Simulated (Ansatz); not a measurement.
# SnO: the cost of one run

Program: Ansatz 0.2.0. Level of theory: DFT LDA, scalar-relativistic, plane waves, PAW. These are calculated values, not measurements.

4 further runs of the same task are left out: 3 that didn't finish, 1 set aside as unsound or not needed.

### Step 1. The system as given

Symmetry: Pmn2_1, No. 31, orthorhombic system. Conventional cell: a = 3.355 Å, b = 5.674 Å, c = 4.222 Å, α = 90.00°, β = 90.00°, γ = 90.00°. Sn (site symmetry m) has 3 O at 2.15 to 2.16 Å as nearest neighbours. O (site symmetry m) has 3 Sn at 2.15 to 2.16 Å as nearest neighbours.

Structure file:

```xyz
4
Lattice="3.3550 0.0000 0.0000 0.0000 5.6741 0.0000 0.0000 0.0000 4.2220" Properties=species:S:1:pos:R:3 pbc="T T T"
Sn    0.0000    1.3159    2.1665
Sn    1.6775    4.3582    0.0555
O     0.0000    5.0570    3.1110
O     1.6775    0.6171    1.0000
```

It goes back to an entry of the Materials Project, which need not be the stable form.

The cell is taken as given, not relaxed at this level.

### Step 2. The reference cell

Reference values: F = -12869.2699 eV; pressure -5.46 GPa; largest force 0.743 eV/Å; gap on the mesh 1.38 eV. It was computed beforehand with the settings of the runs below.

### Step 3. The scan: an energy map of one atom

Atom 1 (Sn) is moved by p along (0.707, 0.707, 0.000) and q along (0.000, 0.000, 1.000) (Å), all else fixed; its images in the other cells move with it. Points alike by symmetry are run once.

### Step 4. At p = -0.450, q = -0.450

input.yaml

```yaml
crystal:
  lattice:
    - [3.355005, 0.0, 0.0]
    - [0.0, 5.674104, 0.0]
    - [0.0, 0.0, 4.22197]
  atoms:
    - { symbol: Sn, position: [-0.094842795, 0.1758300047, 0.4065586856] }
    - { symbol: Sn, position: [0.5, 0.768091, 0.013144] }
    - { symbol: O, position: [0.0, 0.89125, 0.736857] }
    - { symbol: O, position: [0.5, 0.10875, 0.236857] }
basis:
  ecutwfc: 420
kpoints:
  mp_grid: { grid: [8, 6, 6] }
hamiltonian:
  xc: lda
scf:
  occupations: { method: gaussian, width: 0.05 }
output:
  forces: true
  stress: true
  eigenvalues: true
```

Run with:

```
$ ansatz run input.yaml --threads 1 --pin off --max-ram 2560MiB --backend cpu --events-out ev --progress --plain --runs-dir out
```

What time and memory should one allow on 1 thread of Arm Neoverse V1, shared host?

About 27 s, with a peak of 0.45 GiB.
